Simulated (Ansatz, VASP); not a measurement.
# Ti2GeC in two plane-wave programs, part 2 of 2

Aim: how closely do two programs agree when they are given the same cell, functional and k mesh? The structure shown comes from an earlier Ansatz run, which isn't shown and may have moved the atoms alone.

VASP 6.6.1 and Ansatz 0.2.0.

So far: The structure; Ansatz: elastic constants, PBEsol.

## Step 3: VASP: elastic constants, PBEsol

Level of this step: PBEsol; plane waves and PAW (Ti_sv, Ge_d, C) (VASP).

The same cell, functional, mesh and smearing now go to VASP, with its own data sets.

Lines of VASP's logs that name or quote its potential files are left out, and so is its time.

Contents of INCAR:

```
SYSTEM = Ti2GeC
PREC = Accurate
ENCUT = 600
EDIFF = 1E-08
NELM = 120
ISMEAR = 1
SIGMA = 0.25
LREAL = .FALSE.
ALGO = Normal
GGA = PS
NBANDS = 52
LASPH = .TRUE.
LORBIT = 11
LWAVE = .FALSE.
LCHARG = .FALSE.
ISIF = 3
IBRION = 6
NFREE = 2
POTIM = 0.015
NSW = 1
GGA_COMPAT = .FALSE.
KPAR = 2
```

Contents of POSCAR:

```
Ti2GeC
1.0
    3.0633526479      0.0000000000      0.0000000000
   -1.5316763240      2.6529412139      0.0000000000
    0.0000000000      0.0000000000     12.7221282544
Ti Ge C
4 2 2
Direct
    0.6666666667      0.3333333333      0.5906391557
    0.3333333333      0.6666666667      0.4093608443
    0.3333333333      0.6666666667      0.0906391557
    0.6666666667      0.3333333333      0.9093608443
    0.6666666667      0.3333333333      0.2500000000
    0.3333333333      0.6666666667      0.7500000000
    0.0000000000      0.0000000000      0.5000000000
    0.0000000000      0.0000000000      0.0000000000
```

Contents of KPOINTS:

```
Automatic mesh
0
Gamma
4 4 4
0 0 0
```

The projector-augmented-wave data sets are Ti_sv, Ge_d and C (PBE family, release 64).

The run is started by

```
$ mpirun -np 2 vasp_std
```

Numbers of over 12 decimals in the logs are rounded to 6 here.

The log of the run:

```text
[banner, memory and clock lines left out]
running    2 mpi-ranks, on    1 nodes
 distrk:  each k-point on    1 cores,    2 groups
 distr:  one band on    1 cores,    1 groups

 POSCAR found type information on POSCAR TiGeC
 POSCAR found :  3 types and       8 ions
|                                                                             |
|               ----> ADVICE to this user running VASP <----                  |
|                                                                             |
|     You enforced a specific xc type in the INCAR file but a different       |
|     [... a line on the potential file left out ...]
|     I HOPE YOU KNOW WHAT YOU ARE DOING!                                     |
|                                                                             |

 LDA part: xc-table for (Slater+PW92), standard interpolation
 POSCAR, INCAR and KPOINTS ok, starting setup
 FFT: planning ... GRIDC
 FFT: planning ... GRID_SOFT
 FFT: planning ... GRID
 WAVECAR not read
 entering main loop
       N       E                     dE             d eps       ncg     rms          rms(c)
DAV:   1     0.116930144145E+04    0.11693E+04   -0.43532E+04  1508   0.366E+03
DAV:   2     0.156428715297E+03   -0.10129E+04   -0.98465E+03  1248   0.914E+02
DAV:   3    -0.522500342016E+02   -0.20868E+03   -0.20201E+03  1560   0.274E+02
DAV:   4    -0.828725653830E+02   -0.30623E+02   -0.30344E+02  1812   0.958E+01
DAV:   5    -0.853782466875E+02   -0.25057E+01   -0.25031E+01  1880   0.259E+01    0.322E+01
DAV:   6    -0.702035887846E+02    0.15175E+02   -0.11513E+02  1856   0.547E+01    0.872E+00
DAV:   7    -0.700190109541E+02    0.18458E+00   -0.12773E+01  1728   0.188E+01    0.602E+00
DAV:   8    -0.699938670329E+02    0.25144E-01   -0.94028E-01  1824   0.505E+00    0.124E+00
DAV:   9    -0.699905537651E+02    0.33133E-02   -0.18333E-01  1768   0.207E+00    0.850E-01
DAV:  10    -0.699959372780E+02   -0.53835E-02   -0.23674E-02  1664   0.106E+00    0.231E-01
DAV:  11    -0.699957467622E+02    0.19052E-03   -0.51407E-03  1888   0.343E-01    0.620E-02
DAV:  12    -0.699958180774E+02   -0.71315E-04   -0.54975E-04  1644   0.152E-01    0.261E-02
DAV:  13    -0.699958051481E+02    0.12929E-04   -0.55866E-05  1792   0.526E-02    0.733E-03
DAV:  14    -0.699958047812E+02    0.36689E-06   -0.37543E-06  1812   0.154E-02    0.303E-03
DAV:  15    -0.699958047057E+02    0.75453E-07   -0.39126E-07  1800   0.463E-03    0.716E-04
DAV:  16    -0.699958047477E+02   -0.41977E-07   -0.55861E-08  1368   0.212E-03    0.289E-04
DAV:  17    -0.699958047501E+02   -0.24174E-08   -0.10596E-08   888   0.672E-04
   1 F= -.69995805E+02 E0= -.69999930E+02  d E =0.123752E-01
[... from here on, the cycles between the ionic steps are left out ...]
   2 F= -.69970846E+02 E0= -.69975300E+02  d E =0.133590E-01
  19 F= -.69995454E+02 E0= -.69999577E+02  d E =0.123695E-01
  20 F= -.69994301E+02 E0= -.69998424E+02  d E =0.123678E-01
  21 F= -.69994301E+02 E0= -.69998424E+02  d E =0.123678E-01
  22 F= -.69994003E+02 E0= -.69998133E+02  d E =0.123895E-01
  23 F= -.69994003E+02 E0= -.69998133E+02  d E =0.123895E-01
  24 F= -.69993965E+02 E0= -.69998088E+02  d E =0.123675E-01
 Finite differences progress:
  Degree of freedom:  12/ 12
  Displacement:        1/  2
  Total:              23/ 24
 bond charge predicted
       N       E                     dE             d eps       ncg     rms          rms(c)
DAV:   1    -0.699944125938E+02   -0.44749E-03   -0.19467E+00  1408   0.411E+00    0.376E-01
DAV:   2    -0.699978158963E+02   -0.34033E-02   -0.54858E-02  1808   0.212E+00    0.535E-01
DAV:   3    -0.699941285717E+02    0.36873E-02   -0.14799E-02  1804   0.981E-01    0.259E-01
DAV:   4    -0.699941535157E+02   -0.24944E-04   -0.42770E-03  1752   0.514E-01    0.119E-01
DAV:   5    -0.699940294190E+02    0.12410E-03   -0.16791E-03  1832   0.454E-01    0.648E-02
DAV:   6    -0.699939625856E+02    0.66833E-04   -0.41056E-04  1832   0.213E-01    0.258E-02
DAV:   7    -0.699939648688E+02   -0.22832E-05   -0.62385E-05  2004   0.578E-02    0.172E-02
DAV:   8    -0.699939653525E+02   -0.48369E-06   -0.16477E-05  1976   0.355E-02    0.781E-03
DAV:   9    -0.699939650461E+02    0.30636E-06   -0.50278E-06  1860   0.181E-02    0.164E-03
DAV:  10    -0.699939651061E+02   -0.59908E-07   -0.49930E-07  1824   0.527E-03    0.139E-03
DAV:  11    -0.699939651079E+02   -0.18281E-08   -0.76597E-08  1664   0.224E-03
  25 F= -.69993965E+02 E0= -.69998088E+02  d E =0.123675E-01
 Finite differences progress:
  Degree of freedom:  12/ 12
  Displacement:        2/  2
  Total:              24/ 24
```

From OUTCAR (step 3):

```text
ion  position               nearest neighbor table
   1  0.667  0.333  0.591-   7 2.11   7 2.11   7 2.11   6 2.69   6 2.69   6 2.69   2 2.91   2 2.91
                             2 2.91
   2  0.333  0.667  0.409-   7 2.11   7 2.11   7 2.11   5 2.69   5 2.69   5 2.69   1 2.91   1 2.91
                             1 2.91
   3  0.333  0.667  0.091-   8 2.11   8 2.11   8 2.11   5 2.69   5 2.69   5 2.69   4 2.91   4 2.91
                             4 2.91
   4  0.667  0.333  0.909-   8 2.11   8 2.11   8 2.11   6 2.69   6 2.69   6 2.69   3 2.91   3 2.91
                             3 2.91
   5  0.667  0.333  0.250-   2 2.69   3 2.69   2 2.69   3 2.69   2 2.69   3 2.69
   6  0.333  0.667  0.750-   1 2.69   4 2.69   1 2.69   4 2.69   1 2.69   4 2.69
   7  0.000  0.000  0.500-   1 2.11   2 2.11   1 2.11   2 2.11   1 2.11   2 2.11
   8  0.000  0.000  0.000-   3 2.11   4 2.11   4 2.11   3 2.11   4 2.11   3 2.11

  LATTYP: Found a hexagonal cell.
 ALAT       =     3.0633526479
 C/A-ratio  =     4.1530080656

 Subroutine GETGRP returns: Found 24 space group operations
 (whereof 12 operations were pure point group operations)

The static configuration has the point symmetry D_3d.
 The point group associated with its full space group is D_6h.

 Found     12 irreducible k-points:

   k-points           NKPTS =     12   k-points in BZ     NKDIM =     12   number of bands    NBANDS=     52

   dimension x,y,z NGX =    24 NGY =   24 NGZ =  108
   dimension x,y,z NGXF=    48 NGYF=   48 NGZF=  216

   ENCUT  =  600.0 eV  44.10 Ry    6.64 a.u.   6.12  6.12 25.41*2*pi/ulx,y,z

   NELECT =      84.0000    total number of electrons

 k-points in reciprocal lattice and weights: Automatic mesh
   0.00000000  0.00000000  0.00000000       0.016
   0.25000000 -0.00000000  0.00000000       0.094
   0.50000000 -0.00000000  0.00000000       0.047
   0.25000000  0.25000000  0.00000000       0.094
   0.00000000  0.00000000  0.25000000       0.031
   0.25000000 -0.00000000  0.25000000       0.188
   0.50000000 -0.00000000  0.25000000       0.094
   0.25000000  0.25000000  0.25000000       0.188
   0.00000000  0.00000000  0.50000000       0.016
   0.25000000 -0.00000000  0.50000000       0.094
   0.50000000 -0.00000000  0.50000000       0.047
   0.25000000  0.25000000  0.50000000       0.094

 average (electrostatic) potential at core
       1 -71.3912       2 -71.3725       3 -71.3832       4 -71.3805       5 -69.3753
       6 -69.3747       7 -45.1085       8 -45.1083

 E-fermi :   8.9568

 k-point     1 :       0.0000    0.0000    0.0000
  band No.  band energies     occupation
    ...
     34       6.4904      2.00000
     35       6.4904      2.00000
     36       6.5360      2.00000
     37       6.5360      2.00000
     38       7.4705      2.00000
     39       9.1013      0.18035
     40       9.6197     -0.00115
     41       9.6197     -0.00115
     42       9.6203     -0.00113
     43       9.6878     -0.00028
    ...

 k-point     2 :       0.2500   -0.0000    0.0000
  band No.  band energies     occupation
    ...
     38       7.3452      2.00000
     39       7.7957      2.00000
     40       8.2215      2.00026
     41       8.3959      2.00674
     42       8.5446      2.04166
     43       9.8630     -0.00000
     44      10.2703     -0.00000
     45      10.3236     -0.00000
     46      10.5385     -0.00000
     47      10.5720     -0.00000
    ...

 k-point     3 :       0.5000   -0.0000    0.0000
  band No.  band energies     occupation
    ...
     38       6.4843      2.00000
     39       6.8857      2.00000
     40       7.1200      2.00000
     41       7.4507      2.00000
     42       7.6060      2.00000
     43      10.0915     -0.00000
     44      10.9090     -0.00000
     45      11.1972     -0.00000
     46      11.2265     -0.00000
     47      11.3344     -0.00000
    ...

   1 f  =   19.333610 THz   121.476657 2PiTHz  644.899825 cm-1    79.957352 meV
             X         Y         Z           dx          dy          dz
      1.531676  0.884314  7.514187     0.000000    0.000000   -0.169175
     -0.000000  1.768627  5.207941     0.000000    0.000000   -0.169175
     -0.000000  1.768627  1.153123     0.000000   -0.000000   -0.169175
      1.531676  0.884314 11.569005     0.000000   -0.000000   -0.169175
      1.531676  0.884314  3.180532     0.000000    0.000000    0.004123
     -0.000000  1.768627  9.541596     0.000000    0.000000    0.004123
      0.000000  0.000000  6.361064    -0.000000   -0.000000    0.665389
      0.000000  0.000000  0.000000    -0.000000    0.000000    0.665389

   2 f  =   19.271037 THz   121.083497 2PiTHz  642.812604 cm-1    79.698570 meV
             X         Y         Z           dx          dy          dz
      1.531676  0.884314  7.514187     0.000000    0.000000   -0.173427
     -0.000000  1.768627  5.207941     0.000000    0.000000   -0.173427
     -0.000000  1.768627  1.153123     0.000000    0.000000    0.173427
      1.531676  0.884314 11.569005     0.000000    0.000000    0.173427
      1.531676  0.884314  3.180532     0.000000    0.000000    0.000000
     -0.000000  1.768627  9.541596     0.000000    0.000000    0.000000
      0.000000  0.000000  6.361064    -0.000000   -0.000000    0.663209
      0.000000  0.000000  0.000000    -0.000000   -0.000000   -0.663209

   3 f  =   19.081531 THz   119.892793 2PiTHz  636.491350 cm-1    78.914834 meV
             X         Y         Z           dx          dy          dz
      1.531676  0.884314  7.514187     0.049954   -0.152759   -0.000000
     -0.000000  1.768627  5.207941     0.049954   -0.152759   -0.000000
     -0.000000  1.768627  1.153123    -0.049954    0.152759   -0.000000
      1.531676  0.884314 11.569005    -0.049954    0.152759   -0.000000
      1.531676  0.884314  3.180532     0.000000   -0.000000    0.000000
     -0.000000  1.768627  9.541596     0.000000   -0.000000    0.000000
      0.000000  0.000000  6.361064    -0.208115    0.636417    0.000000
      0.000000  0.000000  0.000000     0.208115   -0.636417    0.000000

   4 f  =   19.081531 THz   119.892793 2PiTHz  636.491350 cm-1    78.914834 meV
             X         Y         Z           dx          dy          dz
      1.531676  0.884314  7.514187    -0.152759   -0.049954   -0.000000
     -0.000000  1.768627  5.207941    -0.152759   -0.049954   -0.000000
     -0.000000  1.768627  1.153123     0.152759    0.049954   -0.000000
      1.531676  0.884314 11.569005     0.152759    0.049954   -0.000000
      1.531676  0.884314  3.180532    -0.000000   -0.000000   -0.000000
     -0.000000  1.768627  9.541596    -0.000000   -0.000000    0.000000
      0.000000  0.000000  6.361064     0.636417    0.208115    0.000000
      0.000000  0.000000  0.000000    -0.636417   -0.208115    0.000000

   5 f  =   18.995462 THz   119.352009 2PiTHz  633.620418 cm-1    78.558884 meV
             X         Y         Z           dx          dy          dz
      1.531676  0.884314  7.514187    -0.050118    0.153258    0.000000
     -0.000000  1.768627  5.207941    -0.050118    0.153258    0.000000
     -0.000000  1.768627  1.153123    -0.050118    0.153258    0.000000
      1.531676  0.884314 11.569005    -0.050118    0.153258   -0.000000
      1.531676  0.884314  3.180532    -0.003185    0.009740    0.000000
     -0.000000  1.768627  9.541596    -0.003185    0.009740   -0.000000
      0.000000  0.000000  6.361064     0.208016   -0.636101   -0.000000
      0.000000  0.000000  0.000000     0.208016   -0.636101    0.000000

   6 f  =   18.995462 THz   119.352009 2PiTHz  633.620418 cm-1    78.558884 meV
             X         Y         Z           dx          dy          dz
      1.531676  0.884314  7.514187    -0.153258   -0.050118   -0.000000
     -0.000000  1.768627  5.207941    -0.153258   -0.050118   -0.000000
     -0.000000  1.768627  1.153123    -0.153258   -0.050118   -0.000000
      1.531676  0.884314 11.569005    -0.153258   -0.050118    0.000000
      1.531676  0.884314  3.180532    -0.009740   -0.003185    0.000000
     -0.000000  1.768627  9.541596    -0.009740   -0.003185    0.000000
      0.000000  0.000000  6.361064     0.636101    0.208016    0.000000
      0.000000  0.000000  0.000000     0.636101    0.208016   -0.000000

   7 f  =   12.338526 THz    77.525248 2PiTHz  411.568942 cm-1    51.028022 meV
             X         Y         Z           dx          dy          dz
      1.531676  0.884314  7.514187    -0.000000   -0.000000   -0.477779
     -0.000000  1.768627  5.207941    -0.000000    0.000000    0.477779
     -0.000000  1.768627  1.153123     0.000000   -0.000000    0.477779
      1.531676  0.884314 11.569005    -0.000000   -0.000000   -0.477779
      1.531676  0.884314  3.180532    -0.000000   -0.000000   -0.208457
     -0.000000  1.768627  9.541596     0.000000    0.000000    0.208457
      0.000000  0.000000  6.361064     0.000000   -0.000000    0.000000
      0.000000  0.000000  0.000000     0.000000   -0.000000    0.000000

   8 f  =   12.022283 THz    75.538230 2PiTHz  401.020187 cm-1    49.720144 meV
             X         Y         Z           dx          dy          dz
      1.531676  0.884314  7.514187    -0.000000   -0.000000   -0.500000
     -0.000000  1.768627  5.207941     0.000000    0.000000    0.500000
     -0.000000  1.768627  1.153123    -0.000000    0.000000   -0.500000
      1.531676  0.884314 11.569005     0.000000    0.000000    0.500000
      1.531676  0.884314  3.180532     0.000000    0.000000   -0.000000
     -0.000000  1.768627  9.541596     0.000000   -0.000000    0.000000
      0.000000  0.000000  6.361064     0.000000   -0.000000    0.000000
      0.000000  0.000000  0.000000    -0.000000    0.000000    0.000000

   9 f  =    8.740879 THz    54.920562 2PiTHz  291.564338 cm-1    36.149354 meV
             X         Y         Z           dx          dy          dz
      1.531676  0.884314  7.514187     0.000000   -0.000000    0.298025
     -0.000000  1.768627  5.207941     0.000000   -0.000000    0.298025
     -0.000000  1.768627  1.153123    -0.000000   -0.000000    0.298025
      1.531676  0.884314 11.569005    -0.000000   -0.000000    0.298025
      1.531676  0.884314  3.180532     0.000000    0.000000   -0.546222
     -0.000000  1.768627  9.541596     0.000000    0.000000   -0.546222
      0.000000  0.000000  6.361064    -0.000000   -0.000000    0.154931
      0.000000  0.000000  0.000000     0.000000    0.000000    0.154931

  10 f  =    8.013110 THz    50.347853 2PiTHz  267.288570 cm-1    33.139544 meV
             X         Y         Z           dx          dy          dz
      1.531676  0.884314  7.514187     0.155409   -0.475235    0.000000
     -0.000000  1.768627  5.207941    -0.155409    0.475235   -0.000000
     -0.000000  1.768627  1.153123     0.155409   -0.475235   -0.000000
      1.531676  0.884314 11.569005    -0.155409    0.475235    0.000000
      1.531676  0.884314  3.180532     0.000000    0.000000   -0.000000
     -0.000000  1.768627  9.541596    -0.000000   -0.000000    0.000000
      0.000000  0.000000  6.361064     0.000000   -0.000000   -0.000000
      0.000000  0.000000  0.000000     0.000000    0.000000    0.000000

  11 f  =    8.013110 THz    50.347853 2PiTHz  267.288570 cm-1    33.139544 meV
             X         Y         Z           dx          dy          dz
      1.531676  0.884314  7.514187     0.475235    0.155409    0.000000
     -0.000000  1.768627  5.207941    -0.475235   -0.155409    0.000000
     -0.000000  1.768627  1.153123     0.475235    0.155409   -0.000000
      1.531676  0.884314 11.569005    -0.475235   -0.155409    0.000000
    [... 145 further lines ...]
      0.000000  0.000000  6.361064    -0.177615   -0.040246    0.000000
      0.000000  0.000000  0.000000    -0.177615   -0.040246    0.000000

 ELASTIC MODULI CONTR FROM IONIC RELAXATION (kBar)
 Direction    XX          YY          ZZ          XY          YZ          ZX
 --------------------------------------------------------------------------------
 XX        -127.7839      4.9383   -133.6564      0.0000      0.0000     -0.0000
 YY           4.9383   -127.7839   -133.6564      0.0000      0.0000      0.0000
 ZZ        -133.6564   -133.6564   -290.8370      0.0000      0.0000     -0.0000
 XY           0.0000      0.0000      0.0000    -66.3611     -0.0000     -0.0000
 YZ           0.0000      0.0000      0.0000      0.0000   -228.6939      0.0000
 ZX          -0.0000      0.0000     -0.0000     -0.0000      0.0000   -228.6939
 --------------------------------------------------------------------------------

 TOTAL ELASTIC MODULI (kBar)
 Direction    XX          YY          ZZ          XY          YZ          ZX
 --------------------------------------------------------------------------------
 XX        3571.9535    680.2573    930.8362     -0.0000      0.0000     -0.0000
 YY         680.2573   3571.9535    930.8362     -0.0000      0.0000      0.0000
 ZZ         930.8362    930.8362   3632.0309     -0.0000      0.0000     -0.0000
 XY          -0.0000     -0.0000     -0.0000   1445.8481     -0.0000     -0.0000
 YZ           0.0000      0.0000      0.0000      0.0000   1479.3082     -0.0000
 ZX          -0.0000      0.0000     -0.0000     -0.0000     -0.0000   1479.3081
 --------------------------------------------------------------------------------

 total charge
# of ion       s       p       d       tot
------------------------------------------
    1        2.199   6.213   2.001  10.413
    2        2.199   6.213   2.001  10.413
    3        2.199   6.213   2.001  10.413
    4        2.199   6.213   2.001  10.413
    5        1.162   1.231  10.031  12.424
    6        1.162   1.231  10.031  12.424
    7        0.889   1.532   0.000   2.421
    8        0.889   1.532   0.000   2.421
--------------------------------------------------
tot         12.900  30.378  28.065  71.342

[... 3 further parts left out ...]
```

The k-mesh is coarse for a metal.

Levels, forces or a CONTCAR printed for this step are those of its last displaced cell, not of the structure at rest.

## Step 4: Comparison

Known differences besides the potentials themselves: the cutoff is 420 eV in Ansatz and 600 eV in VASP; Ansatz makes its cores anew for this functional, VASP keeps those of its PBE data sets; VASP takes each elastic constant from one size of strain, Ansatz from those that its log lists. Total energies have different zeros and are not compared.

The two programs side by side:

```tsv
quantity	Ansatz	VASP	difference
C11 (GPa)	358.8	357.2	+0.44 %
C22 (GPa)	358.8	357.2	+0.44 %
C33 (GPa)	364.6	363.2	+0.38 %
C12 (GPa)	68.3	68.0	+0.33 %
C13 (GPa)	93.4	93.1	+0.36 %
C23 (GPa)	93.4	93.1	+0.36 %
C44 (GPa)	148.1	147.9	+0.10 %
C55 (GPa)	148.1	147.9	+0.10 %
C66 (GPa)	145.3	144.6	+0.47 %
```

## Step 5: Outcome

| Item | Value |
| --- | --- |
| difference in C66 (elastic constants, PBEsol) | 0.47 % |

The difference in C66 is 0.47 % (elastic constants, PBEsol), within the 5 % picked in this series as the mark of a large difference. Such differences can come from data sets, numerical settings and the points named under the comparisons, not from the functional's error against experiment.

[Lines on the potential files, build, host, timing and source positions are cut from VASP's logs without a mark.]

[Logs are printed without paths, hosts, clocks, repeated set-up lines and the standing remarks that a program may print on its own settings, such as how far it seeks lower states.]

[Hosts, paths, dates, database ids (printed as entryN), source tags and the programs' standing remarks are cut or masked in the printed files.]
